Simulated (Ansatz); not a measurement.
# Silicon, hcp under BLYP: from relaxation to bulk modulus

What does BLYP give for silicon in the hcp structure? We relax it, solve it on a dense k-mesh, then scale the cell to 7 volumes from 88 to 112 % of the relaxed one and try a fit of the equation of state. Spin polarisation is left out. The k-meshes are 13×13×7 for the relaxation; 22×22×10 for the dense run; 15×15×7 for the volumes.

This is Si in the hcp structure; at room conditions it is diamond.

Method: DFT BLYP, plane waves (420 eV) with PAW, scalar-relativistic; PBE-made PAW files, in Ansatz 0.2.0.

**1. The system as given**

The structure is hexagonal, space group P6_3/mmc (No. 194). The conventional cell has a = 2.769 Å, b = 2.769 Å, c = 4.522 Å, α = 90.00°, β = 90.00°, γ = 120.00°. Si (site symmetry -6m2) is surrounded by 12 Si at 2.77 Å.

Coordinates:

```cif
data_structure
_symmetry_space_group_name_H-M 'P6_3/mmc'
_symmetry_Int_Tables_number 194
_cell_length_a 2.7692
_cell_length_b 2.7692
_cell_length_c 4.5221
_cell_angle_alpha 90.000
_cell_angle_beta 90.000
_cell_angle_gamma 120.000
_cell_volume 30.03
loop_
_atom_site_label
_atom_site_type_symbol
_atom_site_symmetry_multiplicity
_atom_site_Wyckoff_symbol
_atom_site_fract_x
_atom_site_fract_y
_atom_site_fract_z
_atom_site_occupancy
Si1 Si 2 c 0.33333 0.66667 0.25000 1
```

**2. Relaxation of the cell**

Input file input.yaml:

```yaml
crystal:
  lattice:
    - [2.7691764586, 0.0, 0.0]
    - [-1.3845882293, 2.3981771607, 0.0]
    - [0.0, 0.0, 4.5220651569]
  atoms:
    - { symbol: Si, position: [0.3333333333, 0.6666666667, 0.25] }
    - { symbol: Si, position: [0.6666666667, 0.3333333333, 0.75] }
hamiltonian:
  xc: blyp
  pseudopotentials:
    kind: paw
    azcp:
      Si: "pseudopotentials/Si.paw.azcp"
basis:
  ecutwfc: 420
  fft_grid_basis: typed
kpoints:
  mp_grid: { grid: [13, 13, 7], shift: [0, 0, 0] }
magnetization:
  spin_polarized: false
scf:
  occupations: { method: fermi_dirac, width: 0.1 }
relax:
  max_steps: 60
  f_tol: 0.01
  cell: {}
```

The program printed:

```text
Warning: RAYON_NUM_THREADS=2 ignored (pool sized by the plan → 2); use --threads N
Engine: ansatz 0.2.0, x86_64-unknown-linux-gnu
Pseudopotentials: kind: paw
Pseudopotential: Si, paw, valence charge 4, recommended cutoff 420 eV (normal), <dir>
Functional definition: BLYP
  parameter beta = 0.0042
  parameter a = 0.04918
  parameter b = 0.132
  parameter c = 0.2533
  parameter d = 0.349
  exchange = b88_x(beta = beta)
  correlation = lyp_c(a = a, b = b, c = c, d = d)
Crystal: 2 atoms, lattice volume = 30.031 Å³
Basis set: ecut = 420 eV, 591 PW (Γ), exchange–correlation on 40×40×64 points (8 copies of the dense FFT grid, shifted against one another)
Bands: 8, of which v1, the nominal top of the filled ones, is band 4 counted from 1 (3 counted from 0)
Symmetry: 24 space group operations
Space group: P63/mmc (ITA 194), of the structure as read, at distance tolerance 3.1e-5 Å
k-points: 84 of 1183
Non-local potential: Si, projectors of the file, l = 0: 2, l = 1: 2, l = 2: 2
PAW form: soft (Blöchl's): semilocal exchange-correlation on the pseudo side does not see the compensation charge
PAW frozen core: Si, regenerated for the run's functional, and the local potential with it (the file was generated under x = pbe(κ = 0.804, μ = 0.2195149727645171), c = pbe(β = 0.06672455060314922))
PAW one-centre angular grid: Si, 110 points (default); XC on 64 Gauss nodes
Initial density: superposition of atomic densities (neutral atoms: chi_scale 0, normalization atom), corrected by the library's trained network
Initial wavefunctions: pseudopotential atomic-orbital guess
Functional: x = b88, c = lyp
SCF iter   1: F=—  HF=-1277.018363 eV  |F-HF|=—  |Δ(HF+E_count)|=         —  Δρ=8.49e-3  dr2=2.19e-2  ethr=1.77e-3  ⟨swp⟩=5.0  Hψ=5279  notcnv=0
preconditioner: auto → none  [metal: Δε(μ)=0.066 eV  Ē_g=9.670 eV  σ=0.100 eV  W_gap=0.16  n_scr=2 (ndim 8)  ℏωp=19.2 eV  f_vac=0.000  D(μ)=0.80/eV (n_scr^D=2)  sad-step TF]
SCF iter   2: F=—  HF=-1277.014960 eV  |F-HF|=—  |Δ(HF+E_count)|=   3.40e-3  Δρ=5.41e-3  dr2=9.02e-3  ethr=2.73e-4  ⟨swp⟩=1.0  Hψ=1344  notcnv=0
SCF iter   3: F=—  HF=-1277.013303 eV  |F-HF|=—  |Δ(HF+E_count)|=   1.66e-3  Δρ=2.73e-4  dr2=1.47e-5  ethr=1.13e-4  ⟨swp⟩=2.0  Hψ=992  notcnv=0
SCF iter   4: F=—  HF=-1277.013322 eV  |F-HF|=—  |Δ(HF+E_count)|=   1.93e-5  Δρ=3.13e-5  dr2=2.19e-7  ethr=1.84e-7  ⟨swp⟩=2.0  Hψ=996  notcnv=0
iter 5 did not close the SCF: its close was put off for the readings that it lacked (scf_convergence_deferred on its scf_iter line)
SCF iter   5: F=-1277.013322 eV  HF=-1277.013322 eV  |F-HF|=5.04e-9  |Δ(HF+E_count)|=   1.49e-7  Δρ=4.49e-6  dr2=3.65e-9  ethr=2.73e-9  ⟨swp⟩=2.2  Hψ=989  notcnv=0
SCF iter   6: F=-1277.013322 eV  HF=-1277.013322 eV  |F-HF|=5.25e-11  |Δ(HF+E_count)|=   5.94e-9  Δρ=3.42e-7  dr2=2.04e-11  ethr=4.56e-11  ⟨swp⟩=1.5  Hψ=2079  notcnv=0
SCF 1 converged in 6 iterations: F = -1277.013322 eV  dr2 = 2.04e-11
relax step   1: F+E_penalty+E_count = -1277.01332221 eV  Δ(F+E_penalty+E_count) = +0.000e0 eV  max|allowed force component| = 4.718e-16 eV/Å  Δτ_max = 0.0000 Å  P = +5.506 GPa  Ω = 30.031 Å³  (6 SCF iters, dr2 threshold 1.00e-7 eV, accepted)
Crystal: 2 atoms, lattice volume = 31.727 Å³
Basis set: ecut = 420 eV, 615 PW (Γ), exchange–correlation on 40×40×64 points (8 copies of the dense FFT grid, shifted against one another)
Initial density: handed on by an earlier stage of this run
Initial wavefunctions: those handed on with the density
iter 1 solved again at ethr=6.71e-6 eV; its pass at ethr=3.10e-3 eV (dr2=5.37e-4 eV) is discarded
SCF iter   1: F=—  HF=-1277.050030 eV  |F-HF|=—  |Δ(HF+E_count)|=         —  Δρ=1.38e-3  dr2=5.43e-4  ethr=6.71e-6  ⟨swp⟩=1.4  Hψ=6075  notcnv=0
preconditioner: auto → none  [metal: Δε(μ)=0.010 eV  Ē_g=9.310 eV  σ=0.100 eV  W_gap=0.03  n_scr=2 (ndim 8)  ℏωp=18.6 eV  f_vac=0.000  D(μ)=0.84/eV (n_scr^D=2)]
SCF iter   2: F=—  HF=-1277.049966 eV  |F-HF|=—  |Δ(HF+E_count)|=   6.38e-5  Δρ=6.65e-4  dr2=1.17e-4  ethr=6.71e-6  ⟨swp⟩=1.0  Hψ=672  notcnv=0
SCF iter   3: F=—  HF=-1277.049980 eV  |F-HF|=—  |Δ(HF+E_count)|=   1.42e-5  Δρ=5.05e-5  dr2=4.74e-7  ethr=1.47e-6  ⟨swp⟩=2.2  Hψ=1015  notcnv=0
iter 4 did not close the SCF: its close was put off for the readings that it lacked (scf_convergence_deferred on its scf_iter line)
SCF iter   4: F=-1277.049981 eV  HF=-1277.049981 eV  |F-HF|=6.65e-9  |Δ(HF+E_count)|=   8.15e-7  Δρ=5.35e-6  dr2=6.22e-9  ethr=5.92e-9  ⟨swp⟩=2.0  Hψ=1010  notcnv=0
iter 5 did not close the SCF: its close was put off for the readings that it lacked (scf_convergence_deferred on its scf_iter line)
SCF iter   5: F=-1277.049981 eV  HF=-1277.049981 eV  |F-HF|=1.68e-11  |Δ(HF+E_count)|=   7.84e-9  Δρ=2.61e-7  dr2=1.76e-11  ethr=7.78e-11  ⟨swp⟩=2.0  Hψ=1017  notcnv=0
SCF iter   6: F=-1277.049981 eV  HF=-1277.049981 eV  |F-HF|=6.82e-13  |Δ(HF+E_count)|=  2.46e-11  Δρ=2.81e-8  dr2=1.31e-13  ethr=1.00e-12  ⟨swp⟩=1.0  Hψ=2014  notcnv=0
SCF 2 converged in 6 iterations: F = -1277.049981 eV  dr2 = 1.31e-13
relax step   2: F+E_penalty+E_count = -1277.04998118 eV  Δ(F+E_penalty+E_count) = -3.666e-2 eV  max|allowed force component| = 1.203e-16 eV/Å  Δτ_max = 0.0000 Å  P = +1.608 GPa  Ω = 31.727 Å³  energy of the carried Pulay correction = -4.959e-4 eV  (6 SCF iters, dr2 threshold 2.00e-7 eV, accepted)
Crystal: 2 atoms, lattice volume = 32.495 Å³
Basis set: ecut = 420 eV, 627 PW (Γ), exchange–correlation on 40×40×64 points (8 copies of the dense FFT grid, shifted against one another)
iter 1 solved again at ethr=1.40e-6 eV; its pass at ethr=3.10e-3 eV (dr2=1.12e-4 eV) is discarded
SCF iter   1: F=—  HF=-1277.054644 eV  |F-HF|=—  |Δ(HF+E_count)|=         —  Δρ=6.04e-4  dr2=1.16e-4  ethr=1.40e-6  ⟨swp⟩=2.3  Hψ=5941  notcnv=0
preconditioner: auto → none  [metal: Δε(μ)=0.085 eV  Ē_g=9.160 eV  σ=0.100 eV  W_gap=0.21  n_scr=2 (ndim 8)  ℏωp=18.4 eV  f_vac=0.000  D(μ)=0.84/eV (n_scr^D=2)]
SCF iter   2: F=—  HF=-1277.054628 eV  |F-HF|=—  |Δ(HF+E_count)|=   1.67e-5  Δρ=2.77e-4  dr2=2.26e-5  ethr=1.40e-6  ⟨swp⟩=1.0  Hψ=676  notcnv=0
iter 3 did not close the SCF: its close was put off for the readings that it lacked (scf_convergence_deferred on its scf_iter line)
SCF iter   3: F=-1277.054628 eV  HF=-1277.054628 eV  |F-HF|=1.47e-7  |Δ(HF+E_count)|=   2.32e-7  Δρ=2.39e-5  dr2=1.07e-7  ethr=2.83e-7  ⟨swp⟩=2.1  Hψ=1002  notcnv=0
iter 4 did not close the SCF: its close was put off for the readings that it lacked (scf_convergence_deferred on its scf_iter line)
SCF iter   4: F=-1277.054628 eV  HF=-1277.054628 eV  |F-HF|=1.54e-9  |Δ(HF+E_count)|=   1.74e-7  Δρ=3.02e-6  dr2=2.41e-9  ethr=1.34e-9  ⟨swp⟩=2.0  Hψ=1010  notcnv=0
iter 5 did not close the SCF: its close was put off for the readings that it lacked (scf_convergence_deferred on its scf_iter line)
SCF iter   5: F=-1277.054628 eV  HF=-1277.054628 eV  |F-HF|=8.57e-11  |Δ(HF+E_count)|=   1.92e-9  Δρ=6.19e-7  dr2=9.98e-11  ethr=3.02e-11  ⟨swp⟩=2.0  Hψ=1008  notcnv=0
SCF iter   6: F=-1277.054628 eV  HF=-1277.054628 eV  |F-HF|=2.27e-13  |Δ(HF+E_count)|=  1.07e-10  Δρ=2.52e-8  dr2=7.69e-14  ethr=1.25e-12  ⟨swp⟩=1.0  Hψ=2025  notcnv=0
SCF 3 converged in 6 iterations: F = -1277.054628 eV  dr2 = 7.69e-14
relax step   3: F+E_penalty+E_count = -1277.05462804 eV  Δ(F+E_penalty+E_count) = -4.647e-3 eV  max|allowed force component| = 2.498e-16 eV/Å  Δτ_max = 0.0000 Å  P = +0.172 GPa  Ω = 32.495 Å³  energy of the carried Pulay correction = -7.106e-4 eV  (6 SCF iters, dr2 threshold 2.00e-7 eV, accepted)
[... from here on, the SCF cycles and remarks between the steps are left out ...]
relax step   4: F+E_penalty+E_count = -1277.05560481 eV  Δ(F+E_penalty+E_count) = -9.768e-4 eV  max|allowed force component| = 1.388e-16 eV/Å  Δτ_max = 0.0000 Å  P = -0.137 GPa  Ω = 32.682 Å³  energy of the carried Pulay correction = -7.606e-4 eV  (6 SCF iters, dr2 threshold 2.00e-7 eV, accepted)
relax step   5: F+E_penalty+E_count = -1277.06403654 eV  Δ(F+E_penalty+E_count) = -8.432e-3 eV  max|allowed force component| = 1.850e-16 eV/Å  Δτ_max = 0.0000 Å  P = -0.907 GPa  Ω = 33.399 Å³  energy of the carried Pulay correction = -9.433e-4 eV  (6 SCF iters, dr2 threshold 2.00e-7 eV, accepted)
relax step   6: F+E_penalty+E_count = -1277.07503400 eV  Δ(F+E_penalty+E_count) = -1.100e-2 eV  max|allowed force component| = 7.401e-17 eV/Å  Δτ_max = 0.0000 Å  P = -1.147 GPa  Ω = 33.808 Å³  energy of the carried Pulay correction = -1.038e-3 eV  (6 SCF iters, dr2 threshold 2.00e-7 eV, accepted)
relax step   7: F+E_penalty+E_count = -1277.07550097 eV  Δ(F+E_penalty+E_count) = -4.670e-4 eV  max|allowed force component| = 2.822e-16 eV/Å  Δτ_max = 0.0000 Å  P = +0.113 GPa  Ω = 33.155 Å³  energy of the carried Pulay correction = -8.571e-4 eV  (6 SCF iters, dr2 threshold 2.00e-7 eV, accepted)
relax step   8: F+E_penalty+E_count = -1277.07778937 eV  Δ(F+E_penalty+E_count) = -2.288e-3 eV  max|allowed force component| = 4.071e-16 eV/Å  Δτ_max = 0.0000 Å  P = +0.020 GPa  Ω = 33.034 Å³  energy of the carried Pulay correction = -8.301e-4 eV  (6 SCF iters, dr2 threshold 2.00e-7 eV, accepted)
relax step   9: F+E_penalty+E_count = -1277.07796590 eV  Δ(F+E_penalty+E_count) = -1.765e-4 eV  max|allowed force component| = 1.758e-16 eV/Å  Δτ_max = 0.0000 Å  P = +0.004 GPa  Ω = 33.090 Å³  energy of the carried Pulay correction = -8.435e-4 eV  (6 SCF iters, dr2 threshold 2.00e-7 eV, accepted)
relax step  10: F+E_penalty+E_count = -1277.07798872 eV  Δ(F+E_penalty+E_count) = -2.282e-5 eV  max|allowed force component| = 1.480e-16 eV/Å  Δτ_max = 0.0000 Å  P = -0.008 GPa  Ω = 33.085 Å³  energy of the carried Pulay correction = -8.426e-4 eV  (6 SCF iters, dr2 threshold 3.83e-8 eV, accepted)
relax step  11: F+E_penalty+E_count = -1277.08096359 eV  Δ(F+E_penalty+E_count) = -2.975e-3 eV  max|allowed force component| = 1.110e-16 eV/Å  Δτ_max = 0.0000 Å  P = +0.072 GPa  Ω = 33.085 Å³  stress off target by 2.01e-1 GPa  SCF on the basis re-selected at this cell (its energy is not comparable with the rows above)  (6 SCF iters)
relax step  12: F+E_penalty+E_count = -1277.08099508 eV  Δ(F+E_penalty+E_count) = -3.149e-5 eV  max|allowed force component| = 7.401e-17 eV/Å  Δτ_max = 0.0000 Å  P = +0.014 GPa  Ω = 33.134 Å³  energy of the carried Pulay correction = -7.496e-6 eV  (6 SCF iters, dr2 threshold 1.01e-7 eV, accepted)
iter 1 solved again at ethr=2.98e-9 eV; its pass at ethr=3.10e-3 eV (dr2=2.39e-7 eV) is discarded
SCF iter   1: F=—  HF=-1277.080996 eV  |F-HF|=—  |Δ(HF+E_count)|=         —  Δρ=1.70e-6  dr2=9.38e-11  ethr=2.98e-9  ⟨swp⟩=3.7  Hψ=7695  notcnv=0
preconditioner: auto → none  [metal: Δε(μ)=0.088 eV  Ē_g=9.161 eV  σ=0.100 eV  W_gap=0.21  n_scr=2 (ndim 8)  ℏωp=18.2 eV  f_vac=0.000  D(μ)=0.89/eV (n_scr^D=2)]
SCF iter   2: F=—  HF=-1277.081004 eV  |F-HF|=—  |Δ(HF+E_count)|=   7.91e-6  Δρ=8.48e-7  dr2=2.42e-11  ethr=1.17e-12  ⟨swp⟩=3.6  Hψ=1365  notcnv=0
iter 3 did not close the SCF: its close was put off for the readings that it lacked (scf_convergence_deferred on its scf_iter line)
SCF iter   3: F=-1277.081004 eV  HF=-1277.081004 eV  |F-HF|=1.92e-10  |Δ(HF+E_count)|=  6.62e-10  Δρ=4.05e-7  dr2=5.40e-12  ethr=1.00e-12  ⟨swp⟩=2.7  Hψ=1031  notcnv=0
iter 4 did not close the SCF: its close was put off for the readings that it lacked (scf_convergence_deferred on its scf_iter line)
SCF iter   4: F=-1277.081004 eV  HF=-1277.081004 eV  |F-HF|=4.55e-13  |Δ(HF+E_count)|=  1.99e-10  Δρ=1.11e-8  dr2=6.84e-15  ethr=1.00e-12  ⟨swp⟩=2.7  Hψ=1026  notcnv=0
iter 5 did not close the SCF: its close was put off for the readings that it lacked (scf_convergence_deferred on its scf_iter line)
SCF iter   5: F=-1277.081004 eV  HF=-1277.081004 eV  |F-HF|=2.27e-13  |Δ(HF+E_count)|=    0.00e0  Δρ=1.25e-9  dr2=1.72e-16  ethr=1.00e-12  ⟨swp⟩=1.0  Hψ=672  notcnv=0
iter 6 did not close the SCF: its close was put off for the readings that it lacked (scf_convergence_deferred on its scf_iter line)
SCF iter   6: F=-1277.081004 eV  HF=-1277.081004 eV  |F-HF|=2.27e-13  |Δ(HF+E_count)|=  2.27e-13  Δρ=3.43e-10  dr2=1.70e-17  ethr=1.00e-12  ⟨swp⟩=1.0  Hψ=672  notcnv=0
SCF iter   7: F=-1277.081004 eV  HF=-1277.081004 eV  |F-HF|=1.14e-12  |Δ(HF+E_count)|=  4.55e-13  Δρ=1.67e-10  dr2=3.70e-18  ethr=1.00e-12  ⟨swp⟩=1.0  Hψ=1683  notcnv=0
SCF 13 converged in 7 iterations: F = -1277.081004 eV  dr2 = 3.70e-18
relax step  13: F+E_penalty+E_count = -1277.08100369 eV  Δ(F+E_penalty+E_count) = -8.612e-6 eV  max|allowed force component| = 7.401e-17 eV/Å  Δτ_max = 0.0000 Å  P = +0.014 GPa  Ω = 33.134 Å³  stress off target by 2.17e-2 GPa  SCF on the basis re-selected at this cell (its energy is not comparable with the rows above)  (7 SCF iters)
basis re-selected at this cell: Δ(F+E_penalty+E_count) = -8.612e-6 eV, ΔP = +0.000 GPa vs the last step (what re-selecting the basis moved, of the pressure what is left beyond the Pulay correction that the steps carried, after the strain that the cell walked since its last selection, with what the two solves' SCF thresholds leave and, on support functions, any second-order correction that the steps lacked; it is no measure of the basis error at this ecutwfc). This SCF's stress stands 2.17e-2 GPa from its target on what of the cell is left free (relax.cell.stress_tol is 5.00e-2 GPa) and its largest allowed force component is 7.40e-17 eV/Å (relax.f_tol is 1.00e-2 eV/Å): within both
SCF converged after 7 iterations
Free energy (F): -1277.081004 eV
Harris-Foulkes:  -1277.081004 eV  (|F-HF|=1.14e-12)
Internal energy: -1277.051063 eV  (E = F + TS)
E sigma→0 (E₀):  -1277.066033 eV
Entropy (-TS):   -0.029941 eV (-14.970 meV/atom)
Fermi energy:    9.380151 eV
--- Per-component energies (eV) ---
  E_band       = 32.860841
  E_kinetic    = 78.470371
  E_local      = -9.782068  (includes V_loc(G=0)·N_el)
  E_nonlocal   = 53.645724
  E_hartree    = 2.238865
  E_xc         = -107.772054
  E_vxc        = -89.760530  (∫ρ·V_xc dr)
  E_paw        = -1033.721801  (= ΣΔE_a)
  E_vpaw       = -4.190402  (= ΣTr[D̂ρ^β])
  E_aug_tail   = 0.000015  (compensation charges beyond the density's cutoff)
  E_ewald      = -260.159012
  E_core_change = 0.028896  (= ΣΔE_core)
  E_smearing   = -0.029941  (= −TS)
  E_closure    = -0.000000  (closes the sum)
  Σ components = -1277.081004   (vs F -1277.081004, Δ=0.00e0)
--- Forces (eV/Å), atoms counted from 1 ---
  atom   1  Si    -0.00000000    -0.00000000     0.00000000
  atom   2  Si     0.00000000     0.00000000     0.00000000
  max |Σ_I F_I| component: 1.85e-17 eV/Å
--- Stress (GPa, compression-positive) ---
        0.010487       0.000000       0.000000
        0.000000       0.010487       0.000000
        0.000000       0.000000       0.021656
  P = ⅓ Tr σ = 0.0142 GPa (0.142 kbar)
--- Relaxed structure (11 steps of the walk, 11 accepted, 2 SCFs on fresh bases) ---
  F+E_penalty+E_count = -1277.08100369 eV   max|allowed force component| = 7.401e-17 eV/Å   (the final SCF, on the basis selected at the relaxed cell)
  cell:  # Å, volume = 33.1342 Å³
    - [2.728216906523636, 0.0, 0.0]
    - [-1.364108453261818, 2.362705148083664, 0.0]
    - [0.0, 0.0, 5.140296093690857]
  atoms:
    - { symbol: Si, position: [0.3333333333333333, 0.6666666666666666, 0.25] }
    - { symbol: Si, position: [0.6666666666666666, 0.3333333333333333, 0.7499999999999999] }
```

Wall time 8.8 s (2 threads of Intel Xeon Platinum 8488C (Sapphire Rapids), shared host); peak memory 0.44 GiB.

Step by step:

```
step  energy change (meV/atom)  largest force (eV/Å)  pressure (GPa)  volume (Å³/atom)
   1                      0.00                0.0000            5.51            15.015
   2                    -18.33                0.0000            1.61            15.863
   3                    -20.65                0.0000            0.17            16.247
   4                    -21.14                0.0000           -0.14            16.341
   5                    -25.36                0.0000           -0.91            16.700
   6                    -30.86                0.0000           -1.15            16.904
   7                    -31.09                0.0000            0.11            16.578
   8                    -32.23                0.0000            0.02            16.517
   9                    -32.32                0.0000            0.00            16.545
  10                    -32.33                0.0000           -0.01            16.542
  11                    -33.82                0.0000            0.07            16.542
  12                    -33.84                0.0000            0.01            16.567
  13                    -33.84                0.0000            0.01            16.567
```

Steps that repeat a cell are solved on a basis chosen anew, so their changes of energy are no gain of the relaxation.

The cell of the run, before and after:

|  | before | after | change |
| --- | --- | --- | --- |
| a (Å) | 2.769 | 2.728 | -1.5 % |
| b (Å) | 2.769 | 2.728 | -1.5 % |
| c (Å) | 4.522 | 5.140 | +13.7 % |
| volume (Å³/atom) | 15.015 | 16.567 | +10.3 % |
| shortest distance (Å) | 2.769 | 2.728 | -1.5 % |
| space group (spins left aside) | P6_3/mmc | P6_3/mmc | same |

**3. Single point on a dense mesh**

Input file input.yaml:

```yaml
crystal:
  lattice:
    - [2.7282169065, 0.0, 0.0]
    - [-1.3641084533, 2.3627051481, 0.0]
    - [0.0, 0.0, 5.1402960937]
  atoms:
    - { symbol: Si, position: [0.3333333333, 0.6666666667, 0.25] }
    - { symbol: Si, position: [0.6666666667, 0.3333333333, 0.75] }
hamiltonian:
  xc: blyp
  pseudopotentials:
    kind: paw
    azcp:
      Si: "pseudopotentials/Si.paw.azcp"
basis:
  ecutwfc: 420
  fft_grid_basis: typed
kpoints:
  mp_grid: { grid: [22, 22, 10], shift: [0, 0, 0] }
magnetization:
  spin_polarized: false
scf:
  occupations: { method: fermi_dirac, width: 0.1 }
output:
  write_density: true
  write_potential: true
  elf: true
  volumetric_format: npy
```

The program printed (excerpt; [...] marks lines left out):

```text
Warning: RAYON_NUM_THREADS=2 ignored (pool sized by the plan → 2); use --threads N
[...]
Pseudopotentials: kind: paw
Pseudopotential: Si, paw, valence charge 4, recommended cutoff 420 eV (normal), <dir>
Functional definition: BLYP
[...]
Crystal: 2 atoms, lattice volume = 33.134 Å³
Basis set: ecut = 420 eV, 659 PW (Γ), exchange–correlation on 40×40×72 points (8 copies of the dense FFT grid, shifted against one another)
Bands: 8, of which v1, the nominal top of the filled ones, is band 4 counted from 1 (3 counted from 0)
Symmetry: 24 space group operations
Space group: P63/mmc (ITA 194), of the structure as read, at distance tolerance 3.2e-5 Å
k-points: 312 of 4840
[...]
SCF iter   1: F=—  HF=-1277.085867 eV  |F-HF|=—  |Δ(HF+E_count)|=         —  Δρ=8.17e-3  dr2=2.57e-2  ethr=1.77e-3  ⟨swp⟩=5.1  Hψ=19817  notcnv=0
[...]
SCF iter   6: F=-1277.077886 eV  HF=-1277.077886 eV  |F-HF|=1.73e-11  |Δ(HF+E_count)|=   1.91e-9  Δρ=3.40e-7  dr2=4.27e-11  ethr=3.62e-11  ⟨swp⟩=1.6  Hψ=8661  notcnv=0
the search or the solves at the SCF's close seem to have found levels that the self-consistency loop had missed (the run counts 2). By its estimate they hold under 1e-12 electrons; where the run keeps them, the occupations were computed again with them
[...]
SCF converged after 6 iterations
Free energy (F): -1277.077886 eV
[...]
E sigma→0 (E₀):  -1277.062988 eV
Entropy (-TS):   -0.029796 eV (-14.898 meV/atom)
Fermi energy:    9.330521 eV
[...]
--- Band table (eV; the first three rows and the last of 312) ---
  k-point 0: bands = ["-3.8481", "0.2976", "3.0742", "15.6698", "17.8888", "18.5028", "18.5028", "19.6564"]
[...]
```

It took 2.6 s on 2 threads of Intel Xeon Platinum 8488C (Sapphire Rapids), shared host; peak memory 0.49 GiB.

Density in a lattice plane of the grid's cell (edges 2.73 and 5.14 Å, at 0.333 of the third edge), which holds Si.

Ten even steps from '0' (0.07 e/Å³) to '9' (0.39 e/Å³):
```
322234566654
433346889886
654578977798
865689732379
976799610169
865689732379
654578977798
433346889886
322234566654
222223334333
333333222223
455544322234
677775433345
899987544457
999998654567
899987544457
677775433345
455544322234
333333222223
222223334333
```
Columns run along the first of these edges and rows up along the second, over one cell in 12 and 20 even steps from the bottom left corner. Atoms in the plane (fractional): Si at (0.67, 0.75).

ELF in the same plane.

Ten even steps from ' ' (0.24) to '@' (0.74):
```
::      ::++##%%@@%%##++
++::..::++%%@@@@@@@@@@%%
%%++==++%%@@%%******%%@@
@@##**##@@%%++==++==++%%
@@%%**%%@@%%==++##++++%%
@@##**##@@%%++==++==++%%
%%++==++%%@@%%******%%@@
++::..::++%%@@@@@@@@@@%%
::      ::++##%%@@%%##++
..      ..::--==++==--::
::------::::............
++******++==::..  ..::==
%%%%@@%%%%**==::..::==**
@@@@@@@@@@%%++--::--++%%
@@@@@@@@@@%%**--::--**%%
@@@@@@@@@@%%++--::--++%%
%%%%@@%%%%**==::..::==**
++******++==::..  ..::==
::------::::............
..      ..::--==++==--::
```
Columns run along the first of these edges and rows up along the second, over one cell in 12 and 20 even steps from the bottom left corner. Atoms in the plane (fractional): Si at (0.67, 0.75).

Both are smooth fields of the valence electrons: close to the nuclei they are not physical.

The highest ELF values outside the cores: 0.76 in the shell around Si, 0.9 Å from Si.

[end of part 1 of 2]
